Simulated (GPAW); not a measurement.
GaAs in GPAW: convergence with k mesh

GaAs:

```
As Ga
1.0
     0.00000    2.82685    2.82685
     2.82685    0.00000    2.82685
     2.82685    2.82685    0.00000
As Ga
1 1
Direct
  0.75000 0.75000 0.75000
  0.00000 0.00000 0.00000
```

```yaml
Program: GPAW 26.7.0
Task: G0W0 quasiparticle levels
Functional: PBE
Potentials_or_basis: GPAW PAW data sets (gpaw-data 1.2.1)
Cutoff: 450 eV
Basis: pw
k_mesh: 2 × 2 × 2
Occupations: fermi-dirac, width 0.001 eV
Spin: no spin polarisation
Frequency: ppa
Extrapolate: no
Qp_bands: 1
Response_ecut: 80 eV
Integrate_gamma: 1BZ
Maxiter: 150
Vertex: none
All_k: no
Response_bands: 73
```

These are the settings of the first run; the series varies k mesh, with any setting tied to it.

Hardware: 1 thread of Arm Neoverse V2, on a shared host.

| k mesh | energy less the tightest run, at zero smearing (meV/atom) | gap on the mesh (eV) | quasiparticle gap at the points computed (eV) | SCF cycles | CPU time (s) | peak memory (GiB) |
| --- | --- | --- | --- | --- | --- | --- |
| 2 × 2 × 2 | 1221.75 | 0.513 | 1.722 | 11 | 46 | 0.28 |
| 3 × 3 × 3 | 289.88 | 0.559 | 1.711 | 11 | 62 | 0.29 |
| 4 × 4 × 4 | 86.65 | 0.574 | 1.691 | 11 | 130 | 0.29 |
| 5 × 5 × 5 | 28.99 | 0.581 | 1.648 | 11 | 170 | 0.31 |
| 6 × 6 × 6 | 9.93 | 0.584 | 1.659 | 11 | 280 | 0.38 |
| 7 × 7 × 7 | 2.87 | 0.586 | 1.624 | 11 | 400 | 0.46 |
| 8 × 8 × 8 | 0.00 | 0.587 | 1.649 | 11 | 650 | 0.58 |

Against the tightest run, the gap on the mesh stays within 0.01 eV from 5 × 5 × 5 on; the quasiparticle gap at the points computed stays within 0.05 eV from 4 × 4 × 4 on. Not settled before the last step: the energy (to 1 meV/atom). Meshes of other sizes hit other points, so gaps and Fermi surfaces needn't settle smoothly. The tightest run that finished is the yardstick and may itself not be fully converged.

Caveat, for the tightest run too: the quasiparticle gap is taken among the few k points that were corrected; the long-wavelength limit can be off by a per cent or two.

A gap of «none» marks a metal or a gap under the smearing width.
